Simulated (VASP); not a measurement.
# CuAu (P4/mmm) in VASP: notebook

The runs below take CuAu through relaxation of cell and atoms, with PBE+D3(BJ), r2SCAN.

All numbers are computed with VASP 6.6.1; they aren't measurements. Logs are shortened: lines on timing, memory, paths and dates and some standing lists are left out, and cuts for length are marked.

**1. The structure**

It takes space group P4/mmm (No. 123, tetragonal). Conventional cell: a = 2.811 Å, b = 2.811 Å, c = 3.685 Å, α = 90.00°, β = 90.00°, γ = 90.00°. Au (site symmetry 4/mmm) is surrounded by 8 Cu at 2.71 Å and 4 Au at 2.81 Å. Around Cu (site symmetry 4/mmm) lie 8 Au at 2.71 Å and 4 Cu at 2.81 Å.

**2. Relaxation of cell and atoms, PBE+D3(BJ)**

INCAR

```
  PREC = Accurate
  ENCUT = 600
  EDIFF = 1E-6
  ISMEAR = -1
  SIGMA = 0.05
  LREAL = F
  LASPH = T
  NELM = 60
  ALGO = Fast
  ISIF = 3
  LWAVE = F
  LCHARG = F
  GGA = PE
  IVDW = 12
  IBRION = 2
  NSW = 40
  EDIFFG = -0.01
```

KPOINTS

```
Automatic mesh
0
Gamma
  8 8 6
```

POSCAR

```
CuAu
1.0
    2.8107494552      0.0000000000      0.0000000000
    0.0000000000      2.8107494552      0.0000000000
    0.0000000000      0.0000000000      3.6850000000
Au Cu
1 1
Direct
    0.0000000000      0.0000000000      0.0000000000
    0.5000000000      0.5000000000      0.5000000000
```

Potentials or basis: VASP PAW PBE potentials, release 64 (Au, Cu).

Run with:

```
> cat potpaw_PBE.64/Au/POTCAR potpaw_PBE.64/Cu/POTCAR > POTCAR
> mpirun -np 1 vasp_std > vasp.out
```

OUTCAR:

```text
PREC = Accurate
   ENCUT = 600
   EDIFF = 1E-6
   ISMEAR = -1
   LREAL = F
   LASPH = T
   NELM = 60
   ISIF = 3
   GGA = PE
   IVDW = 12
   IBRION = 2
   NSW = 40
   EDIFFG = -0.01
 IVDW          = 12

 ion  position               nearest neighbor table
   1  0.000  0.000  0.000-   2 2.71   2 2.71   2 2.71   2 2.71   2 2.71   2 2.71   2 2.71   2 2.71

   2  0.500  0.500  0.500-   1 2.71   1 2.71   1 2.71   1 2.71   1 2.71   1 2.71   1 2.71   1 2.71

  LATTYP: Found a simple tetragonal cell.
 ALAT       =     2.8107494552
 C/A-ratio  =     1.3110382333

  Lattice vectors:

 A1 = (   2.8107494552,   0.0000000000,   0.0000000000)
 A2 = (   0.0000000000,   2.8107494552,   0.0000000000)
 A3 = (   0.0000000000,   0.0000000000,   3.6850000000)

Analysis of symmetry for initial positions (statically):
=====================================================================
 Subroutine PRICEL returns:
 Original cell was already a primitive cell.

 Routine SETGRP: Setting up the symmetry group for a
 simple tetragonal supercell.

 Subroutine GETGRP returns: Found 16 space group operations
 (whereof 16 operations were pure point group operations)
 out of a pool of 16 trial point group operations.

The static configuration has the point symmetry D_4h.

Analysis of symmetry for dynamics (positions and initial velocities):
=====================================================================
 Subroutine PRICEL returns:
 Original cell was already a primitive cell.

 Routine SETGRP: Setting up the symmetry group for a
 simple tetragonal supercell.

 Subroutine GETGRP returns: Found 16 space group operations
 (whereof 16 operations were pure point group operations)
 out of a pool of 16 trial point group operations.

The dynamic configuration has the point symmetry D_4h.

 Subroutine INISYM returns: Found 16 space group operations
 (whereof 16 operations are pure point group operations),
 and found     1 'primitive' translations

----------------------------------------------------------------------------------------

                                     Primitive cell

  volume of cell :      29.1127

  direct lattice vectors                    reciprocal lattice vectors
     2.810749455  0.000000000  0.000000000     0.355776997  0.000000000  0.000000000
     0.000000000  2.810749455  0.000000000     0.000000000  0.355776997  0.000000000
     0.000000000  0.000000000  3.685000000     0.000000000  0.000000000  0.271370421

  length of vectors
     2.810749455  2.810749455  3.685000000     0.355776997  0.355776997  0.271370421

  position of ions in fractional coordinates (direct lattice)
     0.000000000  0.000000000  0.000000000
     0.500000000  0.500000000  0.500000000

  ion indices of the primitive-cell ions
   primitive index   ion index
                 1           1
                 2           2

----------------------------------------------------------------------------------------

 KPOINTS: Automatic mesh

Automatic generation of k-mesh.
 Grid dimensions read from file:
 generate k-points for:    8    8    6

 Generating k-lattice:

  Cartesian coordinates                     Fractional coordinates (reciprocal lattice)
     0.044472125  0.000000000  0.000000000     0.125000000  0.000000000  0.000000000
     0.000000000  0.044472125  0.000000000     0.000000000  0.125000000  0.000000000
     0.000000000  0.000000000  0.045228403     0.000000000  0.000000000  0.166666667

  Length of vectors
     0.044472125  0.044472125  0.045228403

  Shift w.r.t. Gamma in fractional coordinates (k-lattice)
     0.000000000  0.000000000  0.000000000

 Subroutine IBZKPT returns following result:
 ===========================================

 Found     60 irreducible k-points:

 Following reciprocal coordinates:
            Coordinates               Weight
  0.000000  0.000000  0.000000      1.000000
  0.125000  0.000000  0.000000      4.000000
  0.250000  0.000000  0.000000      4.000000
  0.375000  0.000000  0.000000      4.000000
  0.500000  0.000000  0.000000      2.000000
  0.125000  0.125000  0.000000      4.000000
[... 16 lines left out ...]
  0.375000  0.125000  0.166667     16.000000
  0.500000  0.125000  0.166667      8.000000
 [... further k-points ...]
   k-points           NKPTS =     60   k-points in BZ     NKDIM =     60   number of bands    NBANDS=     15
   number of dos      NEDOS =    301   number of ions     NIONS =      2
   total plane-waves  NPLWV =  17280
   dimension x,y,z NGX =    24 NGY =   24 NGZ =   30
   dimension x,y,z NGXF=    48 NGYF=   48 NGZF=   60
   ions per type =               1   1
   NGX,Y,Z   is equivalent  to a cutoff of  14.20, 14.20, 13.53 a.u.
   NGXF,Y,Z  is equivalent  to a cutoff of  28.39, 28.39, 27.07 a.u.
 SYSTEM =  unknown system
   PREC   = accura    normal or accurate (medium, high low for compatibility)
   ISTART =      0    job   : 0-new  1-cont  2-samecut
   ICHARG =      2    charge: 1-file 2-atom 10-const
   ISPIN  =      1    spin polarized calculation?
   LNONCOLLINEAR =      F non collinear calculations
   LSORBIT =      F    spin-orbit coupling
   LASPH  =      T    aspherical Exc in radial PAW
   ENCUT  =  600.0 eV  44.10 Ry    6.64 a.u.   5.61  5.61  7.36*2*pi/ulx,y,z
   NELM   =     60;   NELMIN=  2; NELMDL= -5     # of ELM steps
   EDIFF  = 0.1E-05   stopping-criterion for ELM
   LREAL  =      F    real-space projection
   EDIFFG = -.1E-01   stopping-criterion for IOM
   NSW    =     40    number of steps for IOM
   IBRION =      2    ionic relax: 0-MD 1-quasi-New 2-CG
   NFREE  =      1    steps in history (QN), initial steepest desc. (CG)
   ISIF   =      3    stress and relaxation
   ISYM   =      2    0-nonsym 1-usesym 2-fastsym
   POTIM  = 0.5000    time-step for ionic-motion
   TEBEG  =    0.0;   TEEND  =   0.0 temperature during run
   PSTRESS=    0.0 pullay stress
   NELECT =      22.0000    total number of electrons
   NUPDOWN=      -1.0000    fix difference up-down
   EMIN   =  10.00;   EMAX   =-10.00  energy-range for DOS
   EFERMI =   0.00;   METHOD = LEGACY
   ISMEAR =    -1;   SIGMA  =   0.05  broadening in eV -4-tet -1-fermi 0-gaus
   EFERMI_NEDOS =   21; number of points for ismear=-14 and -15
   IALGO  =     68    algorithm
   IMIX   =      4    mixing-type and parameters
     AMIX     =   0.40;   BMIX     =  1.00
     AMIX_MAG =   1.60;   BMIX_MAG =  1.00
  volume/ion in A,a.u.               =      14.56        98.23
  Fermi-wavevector in a.u.,A,eV,Ry     =   1.491152  2.817868 30.253005  2.223533
  Thomas-Fermi vector in A             =   2.603843
   LORBIT       =      0    0 simple, 1 ext, 2 COOP (PROOUT), +10 PAW based schemes
   GGA     = PE    functional components
   LHFCALC =     F    Hartree Fock is set to
   AEXX    =    0.0000 exact exchange contribution
   IVDW    =    12    specifies the selected vdW correction
   LEPSILON=     F    determine dielectric tensor
   LRPA    =     F    only Hartree local field effects (RPA)
 conjugate gradient relaxation of ions
 non-spin polarized calculation
 RMM-DIIS sequential band-by-band and
  energy-cutoff  :      600.00
  volume of cell :       29.11
 maximum number of plane-waves:       991
 NGX is ok and might be reduce to    24
   NGX = 11   NGY = 11   NGZ = 15

--------------------------------------- Ionic step        1  -------------------------------------------

 number of electron      22.0000014 magnetization

 Free energy of the ion-electron system (eV)
  ---------------------------------------------------
  ext. energy  EPLUGINS =         0.00000000
  ---------------------------------------------------
  free energy    TOTEN  =        -7.03949190 eV

  energy without entropy =       -7.03409702  energy(sigma->0) =       -7.03679446

------------------------ aborting loop because EDIFF is reached ----------------------------------------

 Edisp (eV)   -1.22546

 E8    (eV) :    -0.5396

  FORCE on cell =-STRESS in cart. coord.  units (eV):
  Direction    XX          YY          ZZ          XY          YZ          ZX
  --------------------------------------------------------------------------------------
  -------------------------------------------------------------------------------------
  Total      -0.75295    -0.75295    -1.19454     0.00000     0.00000     0.00000
  in kB     -41.43779   -41.43779   -65.73981     0.00000     0.00000     0.00000
  external pressure =      -49.54 kB  Pullay stress =        0.00 kB
[... 97 lines left out ...]
  FREE ENERGIE OF THE ION-ELECTRON SYSTEM (eV)
  ---------------------------------------------------
  free  energy   TOTEN  =        -8.2674774886 eV

  energy  without entropy=       -8.2621354462  energy(sigma->0) =       -8.26480647

[... ionic steps 4 to 14 ...]

--------------------------------------- Ionic step       15  -------------------------------------------

 number of electron      21.9999990 magnetization

------------------------ aborting loop because EDIFF is reached ----------------------------------------

 Edisp (eV)   -1.23756

 E8    (eV) :    -0.5448
[... 69 lines left out ...]
  energy  without entropy=       -8.2721536351  energy(sigma->0) =       -8.27536100

--------------------------------------- Ionic step       17  -------------------------------------------

 number of electron      21.9999989 magnetization

 Free energy of the ion-electron system (eV)
  ---------------------------------------------------
  ext. energy  EPLUGINS =         0.00000000
  ---------------------------------------------------
  free energy    TOTEN  =        -7.03738919 eV

  energy without entropy =       -7.03100626  energy(sigma->0) =       -7.03419772

 E-fermi :   8.8201     XC(G=0): -12.7433

 val. band max:        8.8000149957   @ k =   0.5000   0.1250   0.3333
 cond. band min:       8.8651450307   @ k =   0.5000   0.1250   0.3333
 fundamental gap:      0.0651300350
 Fermi energy:         8.8200876911

 k-point     1 :       0.0000    0.0000    0.0000
  band No.  band energies     occupation
      1      -0.9357      2.00000
      2       2.4397      2.00000
      3       2.5151      2.00000
      4       4.7173      2.00000
      5       4.7173      2.00000
      6       5.4341      2.00000
      7       6.2977      2.00000
      8       6.8269      2.00000
      9       7.2119      2.00000
     10       7.3911      2.00000
     11       7.3911      2.00000
     12      12.9042      0.00000
     13      17.5244      0.00000
     14      17.5244      0.00000
     15      19.3054      0.00000
[... 397 lines left out ...]
 k-point    24 :       0.5000    0.1250    0.1667
  band No.  band energies     occupation
      1       2.6373      2.00000
      2       2.8709      2.00000
      3       3.7552      2.00000
      4       3.9253      2.00000
      5       4.6455      2.00000
      6       5.4768      2.00000
      7       6.2036      2.00000
      8       6.2106      2.00000
      9       6.9307      2.00000
     10       6.9782      2.00000
     11       8.0369      2.00000
     12       8.3973      1.99957
     13      16.8560      0.00000
     14      17.4296      0.00000
     15      21.2268      0.00000

 [... further k-points ...]

------------------------ aborting loop because EDIFF is reached ----------------------------------------

 Edisp (eV)   -1.24142

 E8    (eV) :    -0.5465

  FORCE on cell =-STRESS in cart. coord.  units (eV):
  Direction    XX          YY          ZZ          XY          YZ          ZX
  --------------------------------------------------------------------------------------
  -------------------------------------------------------------------------------------
  Total      -0.01789    -0.01789    -0.01981     0.00000     0.00000    -0.00000
  in kB      -0.99727    -0.99727    -1.10460     0.00000     0.00000    -0.00000
  external pressure =       -1.03 kB  Pullay stress =        0.00 kB
[... 17 lines left out ...]
  FREE ENERGIE OF THE ION-ELECTRON SYSTEM (eV)
  ---------------------------------------------------
  free  energy   TOTEN  =        -8.2788113781 eV

  energy  without entropy=       -8.2724284481  energy(sigma->0) =       -8.27561991

 reached required accuracy - stopping structural energy minimisation
```

It took 5.7 min on 1 thread of Intel Xeon Platinum 8259CL at 2.50GHz (Skylake/Cascade Lake), shared host; peak memory 0.2 GiB.

Results:

- Free energy: -8.2788 eV
- Relaxed volume: 14.37 Å³/atom
- Relaxed cell: a = 2.913 Å, b = 2.913 Å, c = 3.387 Å, α = 90.00°, β = 90.00°, γ = 90.00°
- Space group after relaxing (to 0.05 Å): P4/mmm (No. 123)
- Energy gained by relaxing: 6.9 meV/atom
- Ionic steps: 17
- Pressure after relaxing: -0.1 GPa
- Band gap on the k mesh: none (metal or under the smearing width)
- Dispersion energy per atom: -0.621 eV

Step by step:
```tsv
step	energy change (eV)	largest force (eV/Å)	pressure (GPa)	volume (Å³)
1	0.0000	0.0000	-4.95	29.11
2	0.0398	0.0000	9.97	27.26
3	-0.0025	0.0000	0.80	28.64
4	-0.0026	0.0000	0.46	28.68
5	-0.0026	0.0000	0.31	28.70
6	-0.0054	0.0000	0.47	28.70
7	-0.0105	0.0000	0.24	28.68
8	-0.0114	0.0000	0.72	28.66
9	-0.0116	0.0000	0.60	28.65
10	-0.0120	0.0000	0.42	28.62
11	-0.0137	0.0000	0.83	28.55
12	-0.0058	0.0000	-3.41	29.36
13	-0.0140	0.0000	2.04	28.67
14	-0.0128	0.0000	-1.29	28.92
15	-0.0135	0.0000	-0.24	28.82
16	-0.0136	0.0000	-0.72	28.80
17	-0.0139	0.0000	-0.10	28.74
```

Final structure:
```
Au Cu
1.0
     2.91284    0.00000    0.00000
     0.00000    2.91284    0.00000
     0.00000    0.00000    3.38693
Au Cu
1 1
Direct
  0.00000 0.00000 0.00000
  0.50000 0.50000 0.50000
```

Caveat: pairwise dispersion overbinds metals, which lowers pressure and volume. Spin-orbit coupling is left out, which matters for the levels of Au.

**3. Relaxation of cell and atoms, r2SCAN**

INCAR

```
SYSTEM = CuAu
PREC = Accurate
ENCUT = 600
EDIFF = 1E-7
ISMEAR = -1
SIGMA = 0.05
LREAL = .FALSE.
LASPH = .TRUE.
NELM = 100
ALGO = Normal
ISIF = 3
LWAVE = .FALSE.
LCHARG = .FALSE.
METAGGA = R2SCAN
LMIXTAU = .TRUE.
IBRION = 2
NSW = 40
EDIFFG = -0.005
```

KPOINTS

```
Automatic mesh
0
G
  8 8 6
  0 0 0
```

POSCAR is that of step 2.

Potentials or basis: VASP PAW PBE potentials, release 64 (Au, Cu).

Run with:

```
> cat potpaw_PBE.64/Au/POTCAR potpaw_PBE.64/Cu/POTCAR > POTCAR
> mpirun -np 1 vasp_std > vasp.out
```

Wall time 3.4 min (1 thread of Intel Xeon 6975P-C (Granite Rapids), shared host); peak memory 0.19 GiB.

The run converged. Its results:

```
Free energy                            : -61.5428 eV
Relaxed volume                         : 14.60 Å³/atom
Relaxed cell                           : a = 2.875 Å, b = 2.875 Å, c = 3.533 Å, α = 90.00°, β = 90.00°, γ = 90.00°
Space group after relaxing (to 0.05 Å) : P4/mmm (No. 123)
Energy gained by relaxing              : 6.2 meV/atom
Ionic steps                            : 7
Pressure after relaxing                : 0.0 GPa
Band gap on the k mesh                 : none (metal or under the smearing width)
```

Step by step:
```
step  energy change (eV)  largest force (eV/Å)  pressure (GPa)  volume (Å³)
   1              0.0000                0.0000            0.68        29.11
   2             -0.0045                0.0000           -0.72        29.37
   3             -0.0057                0.0000           -1.79        29.58
   4             -0.0082                0.0000           -1.44        29.50
   5             -0.0121                0.0000           -0.34        29.27
   6             -0.0123                0.0000           -0.03        29.21
   7             -0.0123                0.0000            0.04        29.19
```

Final structure:
```xyz
2
Lattice="2.8745 0.0000 0.0000 0.0000 2.8745 0.0000 0.0000 0.0000 3.5329" Properties=species:S:1:pos:R:3 pbc="T T T"
Au    0.0000    0.0000    0.0000
Cu    1.4373    1.4373    1.7665
```

Levels at points of the mesh, in eV from the Fermi level:
| k point | band 8 | band 9 | band 10 | band 11 | band 12 | band 13 | band 14 | band 15 |
| --- | --- | --- | --- | --- | --- | --- | --- | --- |
| (0.00, 0.00, 0.00) | -2.17 | -1.77 | -1.55 | -1.55 | 3.30 | 9.70 | 9.74 | 9.74 |
| (0.50, 0.00, 0.00) | -3.02 | -2.54 | -2.31 | -1.07 | -0.50 | 10.60 | 10.80 | 12.52 |
| (0.50, 0.50, 0.00) | -1.83 | -1.39 | -1.39 | 0.45 | 0.45 | 4.72 | 6.92 | 11.33 |
| (0.00, 0.00, 0.50) | -3.06 | -2.47 | -2.47 | -2.27 | -2.14 | 14.48 | 14.81 | 14.81 |
| (0.50, 0.00, 0.50) | -1.91 | -1.59 | -1.56 | -0.89 | -0.86 | 2.69 | 4.92 | 16.29 |
| (0.50, 0.50, 0.50) | -2.21 | -1.98 | -1.83 | 5.57 | 5.74 | 5.74 | 5.94 | 6.88 |

Caveat: the PAW data sets were made with another functional, which shifts forces and pressure a little.
